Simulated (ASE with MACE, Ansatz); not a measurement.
# Adsorption of WF6 on W(110): energy and structure

How much energy does the adsorption of WF6 on W(110) release or cost, and how far does that hang on the level of theory?

Calculated with Ansatz 0.2.0: Kohn-Sham DFT, PBE+D3(BJ), PAW (set soft_2), plane waves; cutoff 420 eV, fermi-dirac smearing of 0.1 eV (for the slabs). Every cell is relaxed with this functional, then solved at fixed geometry with r2SCAN+D4 and PBE. Cutoffs: 420 eV for PBE+D3(BJ) and PBE; 500 eV for r2SCAN+D4.

**The cells**

The cell holds 36 atoms: 36 W. Its edges and angles: a = 9.540 Å, b = 8.262 Å, c = 22.746 Å, α = 90.0°, β = 90.0°, γ = 54.7°. It derives from W (W(110)). The starting structure: Bcc W(110), 3 x 3 cells, four layers (lattice constants typed as starting values near PBE's), about 15 Å of vacuum, lower atoms held. Vacuum lies along c. 18 atoms are held.

- WF6 on W(110): one whole molecule of WF6 lowered over a top site, eased by MACE.

Molecules sit alone in boxes of 14 to 15 Å, at Γ at every level, with a smearing of 0.01 eV.

The input of the single point on the relaxed bare surface:

```yaml
crystal:
  lattice:
    - [9.54, 0.0, 0.0]
    - [4.77, 6.7458, 0.0]
    - [0.0, 0.0, 22.7458]
  atoms:
    - { symbol: W, position: [0.83333, 0.33333, 0.04396] }
    - { symbol: W, position: [0.16667, 0.33333, 0.04396] }
    - { symbol: W, position: [0.5, 0.33333, 0.04396] }
    - { symbol: W, position: [0.83333, 0.66667, 0.04396] }
    [... 30 atom lines left out ...]
    - { symbol: W, position: [0.33333, 0.66667, 0.33576] }
    - { symbol: W, position: [0.66667, 0.66667, 0.33576] }
kpoints:
  mp_grid: { grid: [3, 3, 1] }
hamiltonian:
  xc: pbe
  dispersion: d3bj
scf:
  occupations: { method: fermi_dirac, width: 0.1 }
output:
  forces: true
  populations: true
  dos:
    method: { smearing: { sigma: 0.08 } }
    de: 0.1
    projected:
      site_lists:
        W: [W]
        slab: [... 36 sites ...]
  eigenvalues: true
  write_density: true
  write_potential: true
  volumetric_format: npy
```

| cell | formula | k-mesh | relaxation steps | gain on relaxing (eV) | free energy, PBE+D3(BJ) (eV) | time of its runs on this page |
| --- | --- | --- | --- | --- | --- | --- |
| W(110) | W36 | 3×3×1 | 4 | 0.31 | -373845.571 | 30 s |
| WF6 on W(110) | W37F6 | 3×3×1 | 29 | 1.45 | -389084.398 | 64 s |
| WF6 | WF6 | 1×1×1 | 4 | 0.11 | -15237.513 | 12 s |

**Reaction energies**

Products less reactants, from the free energies above and their like at the other levels, in eV; negative values release energy:

| change | PBE+D3(BJ) | r2SCAN+D4 | PBE |
| --- | --- | --- | --- |
| adsorption of WF6 | -1.31 | -1.28 | -0.59 |

Worked for the first row at PBE+D3(BJ): (-389084.398) − (-373845.571) − (-15237.513) = -1.313 eV (from unrounded energies).

**What the relaxations did**

Bonds are pairs closer than 1.18 times the sum of covalent radii; a bond counts as made or broken only if it crosses from under that bound to over 1.3 times, or back. All concern the added atoms.

| cell | bonds to the surface at the end | nearest contact (Å) | made in DFT | broken in DFT | largest move (Å) |
| --- | --- | --- | --- | --- | --- |
| WF6 on W(110) | 3 F–W | F–W 2.22 | 3 F–W | none | 3.31 |

**Findings**

The change releases 1.31 eV at PBE+D3(BJ). The molecule stays whole and bonds to the surface (its most stretched bond, F–W, goes from 1.85 Å in the gas to 1.97 Å). At the same geometries the levels give -1.31 (PBE+D3(BJ)) to -0.59 eV (PBE) and the D3 term supplies -0.72 eV of it.

Limits: These are static energies with no barriers, zero-point energy or heat. Where a gas molecule is taken up, its entropy is lost, which at room temperature and above is worth several tenths of an eV to over 1 eV a molecule and isn't counted. All slabs, the starting one too, were first eased by a machine-learned potential, and one starting arrangement a cell was relaxed; others may lie lower. Only one face is changed, and the cells carry no dipole correction. Levels with D3 or D4 differ in the size of their dispersion terms as well as in the functional. Pairwise D3 takes no account of screening in a metal. Spin–orbit coupling is left out, which matters for the levels of the heavy elements. In some runs the program notes that positions were snapped to a detected symmetry and the exchange-correlation potential is rough where the density is thin.

[Logs are printed without paths, hosts, clocks, repeated set-up lines and the standing remarks that a program may print on its own settings, such as how far it seeks lower states.]

[Hosts, paths, dates, database ids (printed as entryN), source tags and the programs' standing remarks are cut or masked in the printed files.]
